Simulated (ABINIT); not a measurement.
Runs of ABINIT 10.8.3 (patched build) on ZrB2. Symmetry: P6/mmm, No. 191, hexagonal system. The conventional cell has a = 3.170 Å, b = 3.170 Å, c = 3.533 Å, α = 90.00°, β = 90.00°, γ = 120.00°. Zr (site symmetry 6/mmm) has 12 B at 2.54 Å as nearest neighbours. B (site symmetry -6m2) has 3 B at 1.83 Å as nearest neighbours. 

| task | level | potentials or basis | spin | k mesh | cutoff (eV) | fine-grid cutoff | mesh quality | gap on the mesh (eV) | pressure (GPa) |
| --- | --- | --- | --- | --- | --- | --- | --- | --- | --- |
| single point | LDA | JTH PAW LDA v2.0 | off | 4 × 4 × 3 | 463 | 925.187 eV | coarse | none | -8.8 |
| single point | LDA | JTH PAW LDA v2.0 | off | 6 × 6 × 5 | 463 | 925.187 eV | coarse | none | -8.8 |
| single point | r2SCAN | JTH PAW PBE v2.0 | off | 8 × 8 × 6 | 544 | 1088.46 eV | not flagged | none | 0.4 |
| single point | LDA | JTH PAW LDA v2.0 | off | 8 × 8 × 6 | 463 | 925.187 eV | not flagged | none | -9.0 |
| single point | LDA | JTH PAW LDA v2.0 | off | 13 × 13 × 10 | 463 | 925.187 eV | not flagged | none | -9.0 |
| band structure | LDA | JTH PAW LDA v2.0 | SOC, no magnetisation | 10 × 10 × 8 | 463 | 925.187 eV | not flagged | none | -9.0 |
| band structure | revPBE | JTH PAW PBE v2.0 | SOC, no magnetisation | 10 × 10 × 8 | 463 | 925.187 eV | not flagged | none | 3.3 |
| band structure | RPBE | JTH PAW PBE v2.0 | SOC, no magnetisation | 10 × 10 × 8 | 463 | 925.187 eV | not flagged | none | (a) |
| band structure | BLYP | JTH PAW PBE v2.0 | off | 10 × 10 × 8 | 463 | 925.187 eV | not flagged | none | 7.1 |

Alike in all rows: cell as given; smearing fermi-dirac 0.05 eV.

Problem. Fill in the values left out.

Solution. (a) 4.1.

Caveats: some runs use coarse meshes; the PAW data sets were made with another functional, which shifts forces and pressure a little (some runs).

A k mesh can miss the band edges, and rows without SOC leave out spin-orbit coupling on Zr.

A gap of «none» marks a metal or a gap under the smearing width.

Runs at the PBE level aren't shown here.
